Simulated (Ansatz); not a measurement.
**KI (Fm-3m): from strained cells to moduli**

```xyz
2
Lattice="0.0000 3.5025 3.5025 3.5025 0.0000 3.5025 3.5025 3.5025 0.0000" Properties=species:S:1:pos:R:3 pbc="T T T"
K     0.0000    0.0000    0.0000
I     3.5025    3.5025    3.5025
```

Conventional cell: a = 7.005 Å, b = 7.005 Å, c = 7.005 Å, α = 90.00°, β = 90.00°, γ = 90.00°. Around K (atom 1) lie 6 I at 3.50 Å. I (atom 2) is surrounded by 6 K at 3.50 Å.

Computed, not measured; unless marked otherwise by PBEsol, all-electron LAPW in Ansatz 0.2.0, scalar-relativistic. k mesh 6×6×6, fixed occupations, basis error target 0.5 meV/atom. The cell was relaxed by PAW under this functional.

The cell is cubic and carries a residual pressure of 0.01 GPa at this level. Each strain component that symmetry leaves independent is applied at ±0.005 and ±0.01, the ions relax wherever a strain frees them, and the stress (tension positive, GPa) is read. Shears are engineering strains, γ = 2ε.

```tsv
strain	size	σxx	σyy	σzz	σyz	σxz	σxy
xx	-0.01	-0.3319	-0.0469	-0.0469	0.0000	0.0000	0.0000
xx	-0.005	-0.1660	-0.0291	-0.0291	0.0000	0.0000	0.0000
xx	+0.005	0.1320	0.0056	0.0056	0.0000	0.0000	0.0000
xx	+0.01	0.2652	0.0226	0.0226	0.0000	0.0000	0.0000
yz	-0.01	-0.0112	-0.0116	-0.0116	-0.0350	0.0000	0.0000
yz	-0.005	-0.0115	-0.0116	-0.0116	-0.0175	0.0000	0.0000
yz	+0.005	-0.0115	-0.0116	-0.0116	0.0175	0.0000	0.0000
yz	+0.01	-0.0112	-0.0116	-0.0116	0.0350	0.0000	0.0000
```

The slope is [8(σ(+δ) − σ(−δ)) − (σ(+2δ) − σ(−2δ))]/(12δ), and the program imposes the crystal's symmetry on the matrix.

Question: What are the independent elastic constants?

Answer: C11 = 29.8, C12 = 3.5, C44 = 3.5 GPa.

Question: Do they meet the Born conditions?

Answer: C11 − C12 = 26.3, C11 + 2C12 = 36.7 and C44 = 3.5 GPa must all be positive, so the crystal is elastically stable; that says nothing yet of its phonons.

Question: What moduli does a random aggregate of grains have?

Answer: B = (C11 + 2C12)/3 = 12.2 GPa. G_V = (C11 − C12 + 3C44)/5 = 7.4 and G_R = 5(C11 − C12)C44/(4C44 + 3(C11 − C12)) = 5.0, so G_H = 6.2 GPa. Then E = 9BG/(3B + G) = 15.8 GPa, ν = (3B − 2G)/(6B + 2G) = 0.285 and B/G = 1.99, on the ductile side of Pugh's 1.75 (a rule of thumb, made for metals; it doesn't predict ductility here).

Question: With the density of 3.208 g/cm³, how fast does sound travel, and what Debye temperature follows?

Answer: 

| direction | slow (m/s) | middle (m/s) | fast (m/s) |
| --- | --- | --- | --- |
| [100] | 1045 | 1045 | 3047 |
| [110] | 1045 | 2025 | 2505 |
| [111] | 1760 | 1760 | 2296 |

The mean of v⁻³ over directions and branches gives v_m = 1473 m/s and θ_D = (ħ/k_B) v_m (6π²n)^(1/3) = 125 K, n being atoms per volume. Young's modulus spans 10 to 29 GPa over directions, and the universal anisotropy index is 2.42.

Question: How far do the constants move if PAW replaces LAPW in the same cell?

Answer: 

| constant | LAPW (GPa) | PAW (GPa) | difference |
| --- | --- | --- | --- |
| C11 | 29.8 | 29.7 | -0.1 |
| C12 | 3.5 | 3.5 | 0.0 |
| C44 | 3.5 | 3.5 | 0.0 |

Question: How far do the constants move if all-electron PAW (datasets made for the crystal) replaces LAPW in the same cell?

Answer: 

```tsv
constant	LAPW (GPa)	all-electron PAW (datasets made for the crystal) (GPa)	difference
C11	29.8	29.7	-0.1
C12	3.5	3.5	0.0
C44	3.5	3.5	0.0
```

Question: What happens at 5 GPa (cell relaxed there)?

Answer: The volume falls to 0.7946 of its value, and C11 = 85.8, C12 = 8.0, C44 = 1.2 GPa (slopes of the stress), in this structure whether or not another phase takes over.

Known limits: the frozen-core PAW files of the compared runs were fitted under PBE, their cores solved anew for this functional.
